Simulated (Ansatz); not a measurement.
# Formation energy and levels of the substitutional impurity B_Al in AlN (P6_3mc), part 2 of 2

Charge states of B_Al in AlN (P6_3mc), set against the band edges. Model: a cell of 72 host atoms with 1 Al taken out and 1 B put in.

Ansatz; place-levels on r2SCAN runs: charge-transition levels and formation energies with image-charge correction and potential alignment at the atomic sites; PAW set soft_1.

So far: Starting point; Charge states.

## Step 3: place-levels, r2SCAN

A charged cell interacts with its images and the background, and its potential has another zero than the host's. place-levels removes the first by a point-charge model, screened by the static dielectric constant since the ions have relaxed around the charge, and the second by comparing potentials at atoms far from the defect.

The host is a run of the defect-free crystal in the same cutoffs, grids and k-points, so that basis and sampling errors cancel in part in the differences. The host is run in a cell of 8 atoms on a matching mesh. Its band edges are searched through the zone by a band path, so the gap is smaller than, or equal to, that on the mesh. Chemical potentials are energies per atom of Al (fcc) and B (alpha-rhombohedral (B12)), run with the same functional and cutoff.

The input, levels.point.yaml:

```yaml
host:
  run: host.point.run
states: [qm1_M1.point.run, q0.point.run, qp1_M1.point.run]
geometry_from:
  qm1_M1.point.run: qm1_M1.relax.run
  q0.point.run: q0.relax.run
  qp1_M1.point.run: qp1_M1.relax.run
  host.point.run: host.relax.run
chemical_potentials:
  Al:
    energy: -540.418346
    dataset: <sha256 of the dataset>
  B:
    energy: -156.554104
    dataset: <sha256 of the dataset>
epsilon: [4.49, 4.49, 4.72]
static_epsilon: [8.15, 8.15, 9.65]
vertical:
  - { from: qm1_M1.point.run, to: qm1_M1.point_neutral.run }
  - { from: qp1_M1.point.run, to: qp1_M1.point_neutral.run }
```

The run is started by

```
$ ansatz place-levels levels.point.yaml -- --threads 4 --pin off --max-ram 7536MiB
```

The program printed:

```text
[... repeated set-up lines and file paths are left out, and long positions are rounded to six places ...]
(+1/0) 0.013 eV beneath the valence edge (-0.294 eV without the band-filling correction), in the valence band
(0/-1) 5.415 eV above the valence edge, in the conduction band
formation energy of charge +1: +2.655 eV with the Fermi level at the valence edge
formation energy of charge 0: +2.642 eV with the Fermi level at the valence edge
formation energy of charge -1: +8.057 eV with the Fermi level at the valence edge
vertical -1 to 0: no energy, since no alignment is typed
  the change from vertical[0].from (qm1_M1.point.run) to vertical[0].to (qm1_M1.point_neutral.run): by its potential at epsilon [4.49, 4.49, 4.72] it stands at 0.039 0.362 0.329, with an rms radius of about 1.6 Å (1.0 1.0 0.8 Å across the planes of the cell's [...]
vertical +1 to 0: no energy, since no alignment is typed
  the change from vertical[1].from (qp1_M1.point.run) to vertical[1].to (qp1_M1.point_neutral.run): by its potential at epsilon [4.49, 4.49, 4.72] it stands at 0.483 0.519 0.523, with an rms radius of about 5.1 Å (2.5 2.6 3.6 Å across the planes of the cell's [...]
  edges by r2scan, gap 4.878 eV; the host is sampled to repeats of 18.64 Å
  the defect's cells are sampled to repeats of 18.64 Å, like sampling
  charge +1: -33045.6299 eV with its correction of +0.058 eV, at epsilon [8.15, 8.15, 9.65], aligned at sites: -0.2053 eV, mean over 33 atomic sites at or beyond 4.66 Å from the host's site at [0.4444, 0.5556, 0.4997] by the defect at [0.4444, 0.5556, [...]
  states[2] (qp1_M1.point.run): levels filled in part (TS 0.002 eV): its energy is of no whole electron's
  charge 0: +0.000 eV for its dipole among its images, +0.000 omitted
  charge -1: -33026.6723 eV with its correction of +0.297 eV, at epsilon [8.15, 8.15, 9.65], aligned at sites: -0.0346 eV, mean over 33 atomic sites at or beyond 4.66 Å from the host's site at [0.4444, 0.5556, 0.4997] by the defect at [0.4444, 0.5556, [...]
  of states[2] (qp1_M1.point.run): it parts from the run at its places by a charge that spreads by about 3.6 Å along one vector (1.7 Å or more is wide), by its potential at epsilon [4.49, 4.49, 4.72], taken for that of held ions (one typed too small widens [...]
  of states[1] (q0.point.run): its displacements don't fall off away from the defect: farther atoms stand 0.011 Å off the host's places. [...]
  of states[0] (qm1_M1.point.run): the far atoms show a dipole or second moment of the defect's charge, for which the correction takes or leaves out 0.065 eV: further moments aren't read, and the relaxed atoms' own pattern can pass for one, so compare a [...]
  of vertical[0].from (qm1_M1.point.run): stability_check_not_made
  vertical[1].from (qp1_M1.point.run): levels filled in part (TS 0.002 eV): its energy is of no whole electron's
  of vertical[1].from (qp1_M1.point.run): stability_check_not_made; [...]
```

Run time: 0.41 s. Hardware: 4 threads of Arm Neoverse V1, shared host.

Levels between the charges placed, in eV above the valence top:

```csv
,gap (eV),(+1/0),(0/−1)
r2SCAN,4.88,-0.01,5.42
```

Corrections by state:

```csv
charge,moment (μB),image terms and alignment (eV),band filling (eV),ε used,"over the lowest of its charge, as the program ranks them, band filling apart (eV)"
+1,1.0,0.058,-0.281,"principal values (8.15, 8.15, 9.65)",0.000
0,0.0,0.000,-,-,0.000
−1,1.0,0.297,-,"principal values (8.15, 8.15, 9.65)",0.000
```

The charged structures listed were also run neutral, and place-levels reads from each pair, by the potential or the spins, how wide the charge is by which they differ; that can be the carrier of either run.

| charge | rms radius (Å) | spread where it is widest against the cell (Å) | wide from (Å) | reading |
| --- | --- | --- | --- | --- |
| +1 | 5.1 | 3.62 | 1.72 | wide |
| −1 | 1.6 | 0.99 | 1.40 | narrow |

The neutral runs of these pairs need not share the spin of the lowest neutral state, and very wide values only mean spread over the cell.

From the program's caveats on the states, each cut to its opening words:

- charge +1 (1 μB): it parts from the run at its places by a charge that spreads by about 3.6 Å along one vector (1.7 Å or more is wide), by its potential at epsilon [4.49, 4.49, [...]
- charge +1 (1 μB): a band-filling correction moves a carrier to the host's band edge, which changes its energy by -0.281 eV
- charge +1 (1 μB), −1 (1 μB): flagged: stability check not made
- charge 0: its displacements don't fall off away from the defect: farther atoms stand 0.011 Å off the host's places
- charge −1 (1 μB): the far atoms show a dipole or second moment of the defect's charge, for which the correction takes or leaves out 0.065 eV: further moments aren't read, and [...]

Formation energies (eV), elemental references (Δμ(Al) = 0.00 eV, Δμ(B) = 0.00 eV):

```csv
charge,Fermi level at the valence top,at the conduction bottom
+1,2.66,7.53
0,2.64,2.64
−1,8.06,3.18
```

## Step 4: The same at the relaxations' own k-points

The relaxations' own energies give the levels at their sampling, for comparison.

The input, levels.relax_mesh.yaml:

```yaml
host:
  run: host.relax.run
states: [qm1_M1.relax.run, q0.relax.run, qp1_M1.relax.run]
chemical_potentials:
  Al:
    energy: -540.418346
    dataset: <sha256 of the dataset>
  B:
    energy: -156.554104
    dataset: <sha256 of the dataset>
```

The run is started by

```
$ ansatz place-levels levels.relax_mesh.yaml -- --threads 4 --pin off --max-ram 7536MiB
```

The program printed:

```text
[...]
(0/-1) 5.475 eV above the valence edge, in the conduction band
formation energy of charge +1: +2.650 eV with the Fermi level at the valence edge
formation energy of charge 0: +2.628 eV with the Fermi level at the valence edge
formation energy of charge -1: +8.102 eV with the Fermi level at the valence edge
  edges by r2scan, gap 4.886 eV; the host is sampled to repeats of 13.64 Å
[... the lines on each state left out ...]
```

The job ended after 0.13 s (4 threads).

Levels between neighbouring charges, in eV above the valence top:

|  | gap (eV) | (+1/0) | (0/−1) |
| --- | --- | --- | --- |
| one point at (¼, ¼, ¼) | 4.89 | -0.02 | 5.47 |
| a 2×2×2 shifted mesh | 4.88 | -0.01 | 5.42 |

Going from one point at (¼, ¼, ¼) to a 2×2×2 shifted mesh moves the levels that carry no band-filling term by up to 0.06 eV and formation energies against the elements by up to 0.04 eV; band-filling terms, which differ between samplings, are in these energies.

## Step 5: Summary of results

```json
{"gap of the host": "4.88 eV (r2SCAN)", "level (plus 1/0)": "0.01 eV below the valence top (-0.29 eV above the valence top without the band-filling term)", "level (0/minus 1)": "5.42 eV above the valence top, past the conduction bottom", "lowest of the charges placed, just above the valence top (0.02 eV)": "0", "lowest of the charges placed, just below the conduction bottom (0.02 eV)": "0", "lowest formation energy at mid-gap of the charges run, elemental references": "2.64 eV"}
```

In words: Of the charges placed (−1, 0 and +1), 0 is the lowest from 0.02 eV above the valence top to 0.02 eV below the conduction bottom, a gap of 4.88 eV. States placed: +1 at 1 μB; 0 at 0 μB; −1 at 1 μB. Other spin states or structures, where not listed, weren't placed. The program finds carriers beyond a band edge of the host and adds a band-filling term at charge +1 (-0.28 eV); steps to such a charge show no bound level, and a defect level inside a band would be read the same way. B is taken at its element; compounds, which aren't counted here, bound the chemical potentials and would shift these formation energies. Going from one point at (¼, ¼, ¼) to a 2×2×2 shifted mesh moves the levels that carry no band-filling term by up to 0.06 eV and formation energies against the elements by up to 0.04 eV; band-filling terms, which differ between samplings, are in these energies. Keep in mind: r2SCAN makes the gap too small and tends to spread out bound carriers; where a gas molecule sets a chemical potential or the host's formation energy, its binding is uncorrected; force components of up to 0.12 eV/Å remain in a run at the final settings.

[Logs are printed without paths, hosts, clocks, repeated set-up lines and the standing remarks that a program may print on its own settings, such as how far it seeks lower states.]

[Hosts, paths, dates, database ids (printed as entryN), source tags and the programs' standing remarks are cut or masked in the printed files.]

[Where a table of states has a column of steps, it counts the stored structures, which are thinned; the runs took as many ionic steps or more.]

[A defect's name tells the site on which it was built; relaxed atoms can leave that site.]

[For some hosts the program warned that the k-mesh of the response run may be too coarse for force constants and the static dielectric constant; such warnings are not shown here.]
